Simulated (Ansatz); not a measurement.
**Al in Ansatz: the effect of functional**

Al:

```
Al
1.0
     0.00000    1.98347    1.98347
     1.98347    0.00000    1.98347
     1.98347    1.98347    0.00000
Al
1
Cartesian
  0.0000 0.0000 0.0000
```

The cell isn't the ideal one: volume scaled by 0.94.

Alike in all runs:

* Program: Ansatz 0.2.0
* Task: single point
* Potentials or basis: Ansatz PAW
* k mesh: 11 × 11 × 11
* Occupations: fermi-dirac, width 0.05 eV
* Spin: no spin polarisation

| functional | cutoff | pressure (GPa) |
| --- | --- | --- |
| LDA | 420 eV (not typed: the program's choice for these potentials) | 1.2 |
| r2SCAN | 500 eV (not typed: the program's choice for these potentials) | ? |
| PBE | 420 eV (not typed: the program's choice for these potentials) | 5.1 |

Question: What does the run with functional r2SCAN give?

Answer: Pressure 2.1 GPa.

Caveats: the PAW data sets come from PBE, with cores solved anew for the run's functional, which leaves a small shift of forces and pressure (some runs).
